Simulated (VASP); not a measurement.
# Li (Fm-3m) in VASP: single point with PBE

Aim: the single point of Li with PBE.

All numbers are computed with VASP 6.6.1; they aren't measurements. Logs are shortened: lines on timing, memory, paths and dates and some standing lists are left out, and cuts for length are marked.

### 1 The undisturbed crystal

Symmetry: Fm-3m, No. 225, cubic system. The conventional cell has a = 4.404 Å, b = 4.404 Å, c = 4.404 Å, α = 90.00°, β = 90.00°, γ = 90.00°. Around Li (site symmetry m-3m) lie 12 Li at 3.11 Å.

This isn't the form of Li at room conditions, which is bcc.

### 2 Single point, PBE (equal xy, yz and zx shear strains of +3 %)

Input file INCAR:

```
ALGO = Normal
EDIFF = 1E-6
ENCUT = 520
GGA = PE
ISIF = 2
ISMEAR = -1
LASPH = T
LCHARG = F
LREAL = F
LWAVE = F
NBANDS = 8
NELM = 60
PREC = Accurate
SIGMA = 0.08
```

Input file KPOINTS:

```
k-points
0
Gamma
  13 13 13
```

Input file POSCAR:

```
Li
1.0
    0.0660600000      2.2350300000      2.2350300000
    2.2350300000      0.0660600000      2.2350300000
    2.2350300000      2.2350300000      0.0660600000
Li
1
Direct
    0.0000000000      0.0000000000      0.0000000000
```

Potentials or basis: VASP PAW PBE potentials, release 64 (Li_sv).

Run with:

```
> cat potpaw_PBE.64/Li_sv/POTCAR > POTCAR
> mpirun -np 1 vasp_std > vasp.out
```

OUTCAR:

```text
EDIFF = 1E-6
   ENCUT = 520
   GGA = PE
   ISIF = 2
   ISMEAR = -1
   LASPH = T
   LREAL = F
   NELM = 60
   PREC = Accurate

 ion  position               nearest neighbor table
   1  0.000  0.000  0.000-

  LATTYP: Found a trigonal (rhomboedric) cell.
 ALAT       =     3.1614999803
 COS(alpha) =     0.5293254421

  Lattice vectors:

 A1 = (   0.0660600000,   2.2350300000,   2.2350300000)
 A2 = (   2.2350300000,   0.0660600000,   2.2350300000)
 A3 = (   2.2350300000,   2.2350300000,   0.0660600000)

Analysis of symmetry for initial positions (statically):
=====================================================================
 Subroutine PRICEL returns:
 Original cell was already a primitive cell.

 Routine SETGRP: Setting up the symmetry group for a
 trigonal (rhombohedral) supercell.

 Subroutine GETGRP returns: Found 12 space group operations
 (whereof 12 operations were pure point group operations)
 out of a pool of 12 trial point group operations.

The static configuration has the point symmetry D_3d.

Analysis of symmetry for dynamics (positions and initial velocities):
=====================================================================
 Subroutine PRICEL returns:
 Original cell was already a primitive cell.

 Routine SETGRP: Setting up the symmetry group for a
 trigonal (rhombohedral) supercell.

 Subroutine GETGRP returns: Found 12 space group operations
 (whereof 12 operations were pure point group operations)
 out of a pool of 12 trial point group operations.

The dynamic configuration has the point symmetry D_3d.

 Subroutine INISYM returns: Found 12 space group operations
 (whereof 12 operations are pure point group operations),
 and found     1 'primitive' translations

----------------------------------------------------------------------------------------

                                     Primitive cell

  volume of cell :      21.3399

  direct lattice vectors                    reciprocal lattice vectors
     0.066060000  2.235030000  2.235030000    -0.233881314  0.227167018  0.227167018
     2.235030000  0.066060000  2.235030000     0.227167018 -0.233881314  0.227167018
     2.235030000  2.235030000  0.066060000     0.227167018  0.227167018 -0.233881314

  length of vectors
     3.161499980  3.161499980  3.161499980     0.397379135  0.397379135  0.397379135

  position of ions in fractional coordinates (direct lattice)
     0.000000000  0.000000000  0.000000000

  ion indices of the primitive-cell ions
   primitive index   ion index
                 1           1

----------------------------------------------------------------------------------------

 KPOINTS: k-points

Automatic generation of k-mesh.
 Grid dimensions read from file:
 generate k-points for:   13   13   13

 Generating k-lattice:

  Cartesian coordinates                     Fractional coordinates (reciprocal lattice)
    -0.017990870  0.017474386  0.017474386     0.076923077  0.000000000  0.000000000
     0.017474386 -0.017990870  0.017474386     0.000000000  0.076923077  0.000000000
     0.017474386  0.017474386 -0.017990870     0.000000000  0.000000000  0.076923077

  Length of vectors
     0.030567626  0.030567626  0.030567626

  Shift w.r.t. Gamma in fractional coordinates (k-lattice)
     0.000000000  0.000000000  0.000000000

 Subroutine IBZKPT returns following result:
 ===========================================

 Found    231 irreducible k-points:

 Following reciprocal coordinates:
            Coordinates               Weight
  0.000000  0.000000  0.000000      1.000000
  0.076923 -0.000000 -0.000000      6.000000
  0.153846 -0.000000 -0.000000      6.000000
  0.230769  0.000000  0.000000      6.000000
  0.307692 -0.000000 -0.000000      6.000000
  0.384615  0.000000  0.000000      6.000000
[... 16 lines left out ...]
  0.384615  0.153846 -0.000000     12.000000
  0.461538  0.153846 -0.000000     12.000000
 [... further k-points ...]
   k-points           NKPTS =    231   k-points in BZ     NKDIM =    231   number of bands    NBANDS=      8
   number of dos      NEDOS =    301   number of ions     NIONS =      1
   total plane-waves  NPLWV =  13824
   dimension x,y,z NGX =    24 NGY =   24 NGZ =   24
   dimension x,y,z NGXF=    48 NGYF=   48 NGZF=   48
   ions per type =               1
   NGX,Y,Z   is equivalent  to a cutoff of  12.62, 12.62, 12.62 a.u.
   NGXF,Y,Z  is equivalent  to a cutoff of  25.24, 25.24, 25.24 a.u.
 SYSTEM =  unknown system
   PREC   = accura    normal or accurate (medium, high low for compatibility)
   ISTART =      0    job   : 0-new  1-cont  2-samecut
   ICHARG =      2    charge: 1-file 2-atom 10-const
   ISPIN  =      1    spin polarized calculation?
   LNONCOLLINEAR =      F non collinear calculations
   LSORBIT =      F    spin-orbit coupling
   LASPH  =      T    aspherical Exc in radial PAW
   ENCUT  =  520.0 eV  38.22 Ry    6.18 a.u.   5.88  5.88  5.88*2*pi/ulx,y,z
   NELM   =     60;   NELMIN=  2; NELMDL= -5     # of ELM steps
   EDIFF  = 0.1E-05   stopping-criterion for ELM
   LREAL  =      F    real-space projection
   EDIFFG = 0.1E-04   stopping-criterion for IOM
   NSW    =      0    number of steps for IOM
   IBRION =     -1    ionic relax: 0-MD 1-quasi-New 2-CG
   NFREE  =      0    steps in history (QN), initial steepest desc. (CG)
   ISIF   =      2    stress and relaxation
   ISYM   =      2    0-nonsym 1-usesym 2-fastsym
   POTIM  = 0.5000    time-step for ionic-motion
   TEBEG  =    0.0;   TEEND  =   0.0 temperature during run
   PSTRESS=    0.0 pullay stress
   NELECT =       3.0000    total number of electrons
   NUPDOWN=      -1.0000    fix difference up-down
   EMIN   =  10.00;   EMAX   =-10.00  energy-range for DOS
   EFERMI =   0.00;   METHOD = LEGACY
   ISMEAR =    -1;   SIGMA  =   0.08  broadening in eV -4-tet -1-fermi 0-gaus
   EFERMI_NEDOS =   21; number of points for ismear=-14 and -15
   IALGO  =     38    algorithm
   IMIX   =      4    mixing-type and parameters
     AMIX     =   0.40;   BMIX     =  1.00
     AMIX_MAG =   1.60;   BMIX_MAG =  1.00
  volume/ion in A,a.u.               =      21.34       144.01
  Fermi-wavevector in a.u.,A,eV,Ry     =   0.851239  1.608608  9.858882  0.724607
  Thomas-Fermi vector in A             =   1.967341
   LORBIT       =      0    0 simple, 1 ext, 2 COOP (PROOUT), +10 PAW based schemes
   GGA     = PE    functional components
   LHFCALC =     F    Hartree Fock is set to
   AEXX    =    0.0000 exact exchange contribution
   IVDW    =     0    specifies the selected vdW correction
   LEPSILON=     F    determine dielectric tensor
   LRPA    =     F    only Hartree local field effects (RPA)
 non-spin polarized calculation
  energy-cutoff  :      520.00
  volume of cell :       21.34
 maximum number of plane-waves:       592
   NGX = 11   NGY = 11   NGZ = 11

 number of electron       3.0000001 magnetization

 Free energy of the ion-electron system (eV)
  ---------------------------------------------------
  ext. energy  EPLUGINS =         0.00000000
  ---------------------------------------------------
  free energy    TOTEN  =        -1.90609274 eV

  energy without entropy =       -1.89461401  energy(sigma->0) =       -1.90035337

 E-fermi :   0.4991     XC(G=0):  -6.9202

 val. band max:        0.4829017539   @ k =  -0.2308   0.2308   0.2308
 cond. band min:       0.5141881604   @ k =  -0.3077   0.2308   0.0000
 fundamental gap:      0.0312864066
 Fermi energy:         0.4991417775

 k-point     1 :       0.0000    0.0000    0.0000
  band No.  band energies     occupation
      1     -46.1371      2.00000
      2      -3.0075      2.00000
      3      13.6009      0.00000
      4      14.6382      0.00000
      5      14.6382      0.00000
      6      17.1979      0.00000
      7      18.5879      0.00000
      8      18.5879      0.00000

 k-point     2 :       0.0769   -0.0000   -0.0000
  band No.  band energies     occupation
      1     -46.1363      2.00000
      2      -2.9018      2.00000
      3      13.3620      0.00000
      4      13.6090      0.00000
      5      14.3855      0.00000
      6      17.4582      0.00000
      7      17.7341      0.00000
      8      19.0094      0.00000

 k-point     3 :       0.1538   -0.0000   -0.0000
  band No.  band energies     occupation
      1     -46.1338      2.00000
      2      -2.5841      2.00000
      3      11.3045      0.00000
      4      13.0495      0.00000
      5      13.8725      0.00000
      6      17.3982      0.00000
      7      18.5599      0.00000
      8      19.6520      0.00000

 k-point     4 :       0.2308    0.0000    0.0000
  band No.  band energies     occupation
      1     -46.1303      2.00000
      2      -2.0558      2.00000
      3       8.9639      0.00000
      4      12.6862      0.00000
      5      13.3829      0.00000
      6      17.6790      0.00000
      7      18.4308      0.00000
      8      19.0234      0.00000

 k-point     5 :       0.3077   -0.0000   -0.0000
  band No.  band energies     occupation
      1     -46.1266      2.00000
      2      -1.3265      2.00000
      3       6.7984      0.00000
      4      12.4467      0.00000
      5      13.0201      0.00000
      6      17.3847      0.00000
      7      17.6747      0.00000
      8      17.9962      0.00000
[... 177 lines left out ...]
 k-point    22 :       0.3077    0.1538   -0.0000
  band No.  band energies     occupation
      1     -46.1272      2.00000
      2      -1.4679      2.00000
      3       8.4862      0.00000
      4      10.6159      0.00000
      5      12.8926      0.00000
      6      14.1224      0.00000
      7      17.1043      0.00000
      8      21.2947      0.00000

 k-point    23 :       0.3846    0.1538   -0.0000
  band No.  band energies     occupation
      1     -46.1240      2.00000
      2      -0.6702      2.00000
      3       6.4177      0.00000
      4      10.4928      0.00000
      5      11.9122      0.00000
      6      13.9612      0.00000
      7      18.5675      0.00000
      8      20.2208      0.00000

 k-point    24 :       0.4615    0.1538   -0.0000
  band No.  band energies     occupation
      1     -46.1215      2.00000
      2       0.2721      1.88941
      3       4.6495      0.00000
      4      10.6074      0.00000
      5      11.0876      0.00000
      6      13.9936      0.00000
      7      19.1674      0.00000
      8      20.1331      0.00000

 [... further k-points ...]
[... 5 lines left out ...]
  --------------------------------------------------------------------------------------
  -------------------------------------------------------------------------------------
  Total       -0.0968959     -0.0968959     -0.0968959     -0.0313054     -0.0313054     -0.0313054
  in kB       -7.2748589     -7.2748589     -7.2748589     -2.3503799     -2.3503799     -2.3503799
  external PRESSURE =      -7.2748589 kB  Pullay stress =       0.0000000 kB

 VOLUME and BASIS-vectors are now :
 -----------------------------------------------------------------------------
  energy-cutoff  :      520.00
  volume of cell :       21.34
      direct lattice vectors                 reciprocal lattice vectors
     0.066060000  2.235030000  2.235030000    -0.233881314  0.227167018  0.227167018
     2.235030000  0.066060000  2.235030000     0.227167018 -0.233881314  0.227167018
     2.235030000  2.235030000  0.066060000     0.227167018  0.227167018 -0.233881314

 POSITION                                       TOTAL-FORCE (eV/Angst)
 -----------------------------------------------------------------------------------
      0.00000      0.00000      0.00000         0.000000      0.000000      0.000000
 -----------------------------------------------------------------------------------
    total drift:                                0.000000      0.000000     -0.000000

  FREE ENERGIE OF THE ION-ELECTRON SYSTEM (eV)
  ---------------------------------------------------
  free  energy   TOTEN  =        -1.9060927401 eV

  energy  without entropy=       -1.8946140086  energy(sigma->0) =       -1.90035337
```

It took 13 s on 1 thread of Intel Xeon Platinum 8488C (Sapphire Rapids), shared host; peak memory 0.15 GiB.

Results:

* Free energy: -1.9061 eV
* Band gap on the k mesh: none (metal or under the smearing width)

Caveat: the cutoff is under 1.25 times the usual one of these potentials, so pressure, stress and relaxed cells hold a basis-set (Pulay) error.
